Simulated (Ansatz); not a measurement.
# SiO2 and the effect of the functional

The cell as given:

```yaml
crystal:
  lattice:
    - [-4.47204, 4.47204, 2.61177]
    - [4.47204, -4.47204, 2.61177]
    - [4.47204, 4.47204, -2.61177]
  atoms:
    - { symbol: Si, position: [0.82311, 0.82311, 0.64622] }
    - { symbol: Si, position: [0.17689, 0.82311, 0.00000] }
    - { symbol: Si, position: [0.82311, 0.17689, 0.00000] }
    - { symbol: Si, position: [0.17689, 0.17689, 0.35378] }
    - { symbol: O, position: [0.00000, 0.79145, 0.79145] }
    - { symbol: O, position: [0.20855, 0.00000, 0.20855] }
    - { symbol: O, position: [0.79145, 0.00000, 0.79145] }
    - { symbol: O, position: [0.00000, 0.20855, 0.20855] }
    - { symbol: O, position: [0.00000, 0.00000, 0.50000] }
    - { symbol: O, position: [0.50000, 0.00000, 0.00000] }
    - { symbol: O, position: [0.00000, 0.50000, 0.00000] }
    - { symbol: O, position: [0.50000, 0.50000, 0.50000] }
```

The cell comes from a database or a generator and needn't be the stable form of this composition.

Kept alike: task relaxation of cell and atoms; k mesh 6 × 6 × 6; occupations fermi-dirac, width 0.05 eV; no spin polarisation. Program: Ansatz, Ansatz PAW. Cutoffs run from 420 to 500 eV. The mesh is that of the run's cell of 12 atoms. No spin-orbit coupling.

| run | band gap (eV) | volume (Å³/atom) |
| --- | --- | --- |
| A | 6.077 | 17.418 |
| B | 5.476 | 17.609 |
| C | 5.347 | 17.252 |

Gaps hold for each row's own relaxed cell. The relaxations keep at least the cell's symmetry (I4/mmm). Relaxations stop with a little pressure left, so the last digits of a volume or edge aren't settled. Ansatz's relaxations hold a Pulay term in the stress (up to 0.6 GPa here). A gap read on the mesh alone can miss an edge between its points. All rows use potentials made for PBE.

The runs differ in the functional (and the cutoff that goes with it) alone: LDA; PBEsol; r2SCAN. Which run is which?

Run A is r2SCAN; run B is PBEsol; run C is LDA. The band gap runs from 5.347 (LDA) to 6.077 eV (r2SCAN). The volume runs from 17.252 (LDA) to 17.609 Å³/atom (PBEsol).
